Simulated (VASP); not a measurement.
# SnSe2 (P-3m1) in VASP: a series of runs, part 2 of 2

VASP 6.6.1. The steps go on from the part before.

### Step 6. Single point, LDA

Input file INCAR:

```
SYSTEM = SnSe2
PREC     = Accurate       ! precision mode
ENCUT    = 700            ! plane-wave cutoff, eV
EDIFF    = 1E-7           ! SCF threshold, eV
ISMEAR   = 0              ! smearing method
SIGMA    = 0.05           ! smearing width, eV
LREAL    = .False.        ! projectors in reciprocal space
LASPH    = .True.         ! aspherical terms in the spheres
NELM     = 100            ! most SCF steps
ALGO     = Normal         ! electronic algorithm
ISIF     = 2              ! what is computed and relaxed
LWAVE    = .False.        ! write WAVECAR
LCHARG   = .False.        ! write CHGCAR
NBANDS   = 20             ! bands
ADDGRID  = .False.
```

Input file KPOINTS:

```
regular mesh
0
Gamma
  2 2 1
  0 0 0
```

Input file POSCAR:

```
SnSe2
1.0
    3.8110000000      0.0000000000      0.0000000000
   -1.9055000000      3.3004228138      0.0000000000
    0.0000000000      0.0000000000      6.1360000000
Sn Se
1 2
Direct
    0.0000000000      0.0000000000      0.0000000000
    0.6666666667      0.3333333333      0.7510000000
    0.3333333333      0.6666666667      0.2490000000
```

Potentials or basis: VASP PAW LDA potentials, release 64 (Sn_d, Se).

Command:

```console
$ cat potpaw_LDA.64/Sn_d/POTCAR potpaw_LDA.64/Se/POTCAR > POTCAR
$ mpirun -np 1 vasp_std > vasp.out
```

OUTCAR:

```text
SYSTEM = SnSe2
   PREC = Accurate
   ENCUT = 700
   EDIFF = 1E-7
   ISMEAR = 0
   LREAL = .False.
   LASPH = .True.
   NELM = 100
   ISIF = 2

 Found      2 irreducible k-points:

 Following reciprocal coordinates:
            Coordinates               Weight
  0.000000  0.000000  0.000000      1.000000
  0.500000 -0.000000  0.000000      3.000000
   k-points           NKPTS =      2   k-points in BZ     NKDIM =      2   number of bands    NBANDS=     20
   number of dos      NEDOS =    301   number of ions     NIONS =      3
   total plane-waves  NPLWV =  69984
   dimension x,y,z NGX =    36 NGY =   36 NGZ =   54
   dimension x,y,z NGXF=    72 NGYF=   72 NGZF=  108
   ions per type =               1   2
   NGX,Y,Z   is equivalent  to a cutoff of  15.70, 15.70, 14.63 a.u.
   NGXF,Y,Z  is equivalent  to a cutoff of  31.41, 31.41, 29.26 a.u.
 SYSTEM =  SnSe2
   PREC   = accura    normal or accurate (medium, high low for compatibility)
   ISTART =      0    job   : 0-new  1-cont  2-samecut
   ICHARG =      2    charge: 1-file 2-atom 10-const
   ISPIN  =      1    spin polarized calculation?
   LNONCOLLINEAR =      F non collinear calculations
   LSORBIT =      F    spin-orbit coupling
   LASPH  =      T    aspherical Exc in radial PAW
   ENCUT  =  700.0 eV  51.45 Ry    7.17 a.u.   8.22  8.22 13.24*2*pi/ulx,y,z
   NELM   =    100;   NELMIN=  2; NELMDL= -5     # of ELM steps
   EDIFF  = 0.1E-06   stopping-criterion for ELM
   LREAL  =      F    real-space projection
   EDIFFG = 0.1E-05   stopping-criterion for IOM
   NSW    =      0    number of steps for IOM
   IBRION =     -1    ionic relax: 0-MD 1-quasi-New 2-CG
   NFREE  =      0    steps in history (QN), initial steepest desc. (CG)
   ISIF   =      2    stress and relaxation
   ISYM   =      2    0-nonsym 1-usesym 2-fastsym
   POTIM  = 0.5000    time-step for ionic-motion
   TEBEG  =    0.0;   TEEND  =   0.0 temperature during run
   PSTRESS=    0.0 pullay stress
   NELECT =      26.0000    total number of electrons
   NUPDOWN=      -1.0000    fix difference up-down
   EMIN   =  10.00;   EMAX   =-10.00  energy-range for DOS
   EFERMI =   0.00;   METHOD = LEGACY
   ISMEAR =     0;   SIGMA  =   0.05  broadening in eV -4-tet -1-fermi 0-gaus
   EFERMI_NEDOS =   21; number of points for ismear=-14 and -15
   IALGO  =     38    algorithm
   IMIX   =      4    mixing-type and parameters
     AMIX     =   0.40;   BMIX     =  1.00
     AMIX_MAG =   1.60;   BMIX_MAG =  1.00
  volume/ion in A,a.u.               =      25.73       173.61
  Fermi-wavevector in a.u.,A,eV,Ry     =   1.139116  2.152617 17.654722  1.297585
  Thomas-Fermi vector in A             =   2.275820
   LORBIT       =      0    0 simple, 1 ext, 2 COOP (PROOUT), +10 PAW based schemes
   GGA     = CA    functional components
   LHFCALC =     F    Hartree Fock is set to
   AEXX    =    0.0000 exact exchange contribution
   IVDW    =     0    specifies the selected vdW correction
   LEPSILON=     F    determine dielectric tensor
   LRPA    =     F    only Hartree local field effects (RPA)
 non-spin polarized calculation
 Gauss-broadening in eV      SIGMA  =   0.05
  energy-cutoff  :      700.00
  volume of cell :       77.18
 maximum number of plane-waves:      3285
 NGX is ok and might be reduce to    36
   NGX = 17   NGY = 17   NGZ = 27

 number of electron      26.0000000 magnetization

 Free energy of the ion-electron system (eV)
  ---------------------------------------------------
  ext. energy  EPLUGINS =         0.00000000
  ---------------------------------------------------
  free energy    TOTEN  =       -12.04072812 eV

  energy without entropy =      -12.04072812  energy(sigma->0) =      -12.04072812

 E-fermi :   4.4381     XC(G=0):  -9.7434

 val. band max:        4.1556362601   @ k =   0.0000   0.0000   0.0000
 cond. band min:       4.9713022188   @ k =   0.0000   0.0000   0.0000
 fundamental gap:      0.8156659587
 Fermi energy:         4.4380507912

 k-point     1 :       0.0000    0.0000    0.0000
  band No.  band energies     occupation
      1     -17.2016      2.00000
      2     -17.1918      2.00000
      3     -17.1918      2.00000
      4     -17.1453      2.00000
      5     -17.1453      2.00000
      6      -9.8816      2.00000
[... 12 lines left out ...]
     19      13.0540      0.00000
     20      13.0540      0.00000

 k-point     2 :       0.5000   -0.0000    0.0000
  band No.  band energies     occupation
      1     -17.2608      2.00000
      2     -17.1914      2.00000
      3     -17.1816      2.00000
      4     -17.1423      2.00000
      5     -17.0994      2.00000
      6      -8.1522      2.00000
[... 12 lines left out ...]
     19      13.9685      0.00000
     20      14.6434      0.00000

------------------------ aborting loop because EDIFF is reached ----------------------------------------

  FORCE on cell =-STRESS in cart. coord.  units (eV):
  Direction    XX          YY          ZZ          XY          YZ          ZX
  --------------------------------------------------------------------------------------
  -------------------------------------------------------------------------------------
  Total        3.5463961      3.5463961     -0.2353794     -0.0000000      0.0000000      0.0000000
  in kB       73.6213789     73.6213789     -4.8863575     -0.0000000      0.0000000      0.0000000
  external PRESSURE =      47.4521335 kB  Pullay stress =       0.0000000 kB

 VOLUME and BASIS-vectors are now :
 -----------------------------------------------------------------------------
  energy-cutoff  :      700.00
  volume of cell :       77.18
      direct lattice vectors                 reciprocal lattice vectors
     3.811000000  0.000000000  0.000000000     0.262398321  0.151495741  0.000000000
    -1.905500000  3.300422814  0.000000000     0.000000000  0.302991482  0.000000000
     0.000000000  0.000000000  6.136000000     0.000000000  0.000000000  0.162972621

 POSITION                                       TOTAL-FORCE (eV/Angst)
 -----------------------------------------------------------------------------------
      0.00000      0.00000      0.00000         0.000000      0.000000      0.000000
      1.90550      1.10014      4.60814        -0.000000      0.000000     -1.235995
     -0.00000      2.20028      1.52786         0.000000      0.000000      1.235995
 -----------------------------------------------------------------------------------
    total drift:                               -0.000000     -0.000000      0.000000

  FREE ENERGIE OF THE ION-ELECTRON SYSTEM (eV)
  ---------------------------------------------------
  free  energy   TOTEN  =       -12.0407281233 eV

  energy  without entropy=      -12.0407281233  energy(sigma->0) =      -12.04072812
```

stdout:

```text
POSCAR found type information on POSCAR SnSe
 POSCAR found :  2 types and       3 ions
 scaLAPACK will be used
 LDA part: xc-table for (Slater(with rela. corr.)+CA(PZ))
 , standard interpolation
 POSCAR, INCAR and KPOINTS ok, starting setup
 FFT: planning ... GRIDC
 FFT: planning ... GRID_SOFT
 FFT: planning ... GRID
 WAVECAR not read
 entering main loop
```

It took 4.8 s on 1 thread of Intel Xeon 6975P-C (Granite Rapids), shared host; peak memory 0.19 GiB.

The run converged, but some of its settings lie outside the range that counts as converged, so its numbers aren't taken as properties of the crystal.

What came out:

```
Free energy            : -12.0407 eV
Pressure               : 4.7 GPa
Largest force          : 1.236 eV/Å
Band gap on the k mesh : 0.82 eV, direct
```

Caveat: the k mesh is coarse (spacing up to 1.02 Å⁻¹), so the values aren't converged; spin-orbit coupling is left out, which moves the levels of the heavy elements; an odd mesh through Γ misses points on the zone boundary, where band edges often lie; forces of over 1 eV/Å show positions far from the minimum, so gaps and moduli don't describe the material at rest.

### Step 7. The reference run

An earlier run on the cell as given: functional PBEsol; potentials or basis VASP PAW PBE potentials, release 64 (Sn_d, Se); cutoff 520 eV; k mesh 8 × 8 × 5; occupations fermi-dirac, width 0.05 eV; no spin polarisation.

* Pressure: 2.6 GPa
* Largest force: 0.622 eV/Å
* Band gap on the k mesh: 0.73 eV, indirect (least direct gap 1.00 eV)
